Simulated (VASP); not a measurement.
A run of VASP 6.6.1 is set up as follows.

File INCAR:

```
PREC = Accurate
ENCUT = 520
EDIFF = 1E-6
ISMEAR = 0
SIGMA = 0.015
LREAL = F
LASPH = T
NELM = 100
ALGO = Fast
ISIF = 2
LWAVE = F
LCHARG = F
GGA = PE
```

KPOINTS

```
Automatic mesh
0
Gamma
  8 8 8
```

The input POSCAR:

```
Bi2Se3
1.0
    2.0715000000      1.1959810826      9.5453333333
   -2.0715000000      1.1959810826      9.5453333333
    0.0000000000     -2.3919621653      9.5453333333
Bi Se
2 3
Direct
    0.5992000000      0.5992000000      0.5992000000
    0.4008000000      0.4008000000      0.4008000000
    0.7883000000      0.7883000000      0.7883000000
    0.2117000000      0.2117000000      0.2117000000
    0.0000000000      0.0000000000      0.0000000000
```

Potentials or basis: VASP PAW PBE potentials, release 64 (Bi_d, Se).

The run is started by

```console
$ cat potpaw_PBE.64/Bi_d/POTCAR potpaw_PBE.64/Se/POTCAR > POTCAR
$ mpirun -np 1 vasp_std > vasp.out
```

**Question.** Estimate the largest force.

**Answer.** 0.171 eV/Å.

**Question.** Predict the band gap on the k mesh.

**Answer.** 0.21 eV, direct.

Forces in eV/Å, atoms in the order of the input:
```
Bi   0.000  0.000  0.168
Bi   0.000  0.000 -0.168
Se   0.000  0.000  0.171
Se   0.000  0.000 -0.171
Se   0.000  0.000  0.000
```

Caveat: spin-orbit coupling is left out, which as a rule narrows the gap of such compounds by several tenths of an eV. A k mesh can miss the band edges.
